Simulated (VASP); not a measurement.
## CaSe in VASP 6.6.1, single-point calculation

INCAR

```
NSW = 0
NBANDS = 15
ENCUT = 520
SIGMA = 0.02
ISMEAR = -1
IBRION = -1
NELM = 81
LWAVE = .FALSE.
EDIFF = 1E-7
ISIF = 2
GGA = PE
LREAL = .FALSE.
LCHARG = .FALSE.
LASPH = .TRUE.
PREC = Accurate
```

KPOINTS

```
KPOINTS created by Atomic Simulation Environment
0
Monkhorst-Pack
8 8 8
0 0 0
```

POSCAR

```
Ca Se
 1.0000000000000000
     0.0000000000000000    2.9675351259000000    2.8648584105000001
     2.9675351259000000    0.0000000000000000    2.8648584105000001
     2.9675351259000000    2.9675351259000000    0.0000000000000000
 Ca  Se
   1   1
Cartesian
  0.0000000000000000  0.0000000000000000  0.0000000000000000
  2.9675351258999996  2.9675351258999996  2.8648584104999997
```

The recommended PBE PAW datasets give the neutral cell 16 valence electrons.

Command

```
mpirun -np 1 vasp_std
```

Question: Predict the outcome of this run.

Answer: It converged. Results: gap between bands v and c on the k mesh 2.13 eV; least direct gap on the k mesh 3.02 eV; pressure 2.8 GPa. Band v is the last that the valence electrons fill when counted band by band, and c is the next.

OSZICAR

```
N       E                     dE             d eps       ncg     rms          rms(c)
DAV:   1     0.108395142702E+03    0.10840E+03   -0.74824E+03  4328   0.987E+02
DAV:   2    -0.507588382852E+01   -0.11347E+03   -0.10805E+03  5335   0.245E+02
DAV:   3    -0.938533787755E+01   -0.43095E+01   -0.42741E+01  5956   0.460E+01
DAV:   4    -0.959083812206E+01   -0.20550E+00   -0.20539E+00  5992   0.818E+00
DAV:   5    -0.959230693321E+01   -0.14688E-02   -0.14687E-02  5909   0.739E-01    0.424E+00
DAV:   6    -0.945639877962E+01    0.13591E+00   -0.17271E-01  5167   0.223E+00    0.254E+00
DAV:   7    -0.944643597328E+01    0.99628E-02   -0.97739E-02  5714   0.201E+00    0.797E-01
DAV:   8    -0.944992885307E+01   -0.34929E-02   -0.10780E-02  4552   0.806E-01    0.112E-01
DAV:   9    -0.945002365735E+01   -0.94804E-04   -0.57102E-04  5876   0.250E-01    0.441E-02
DAV:  10    -0.945012837698E+01   -0.10472E-03   -0.13375E-04  4831   0.722E-02    0.163E-02
DAV:  11    -0.945014595141E+01   -0.17574E-04   -0.39205E-05  5524   0.557E-02    0.810E-03
DAV:  12    -0.945014520204E+01    0.74938E-06   -0.16538E-06  5611   0.110E-02    0.387E-03
DAV:  13    -0.945014484474E+01    0.35729E-06   -0.63495E-07  5552   0.531E-03    0.148E-03
DAV:  14    -0.945014487241E+01   -0.27664E-07   -0.14007E-08  2895   0.790E-04
   1 F= -.94501449E+01 E0= -.94501449E+01  d E =-.199493E-10
```

The shifted mesh misses Γ, so a band edge there is missed.

For comparison, a separate PBE run of the intended cell, on usual settings and not on those above, gives a gap of 1.93 eV on its mesh and a pressure of 2.8 GPa.
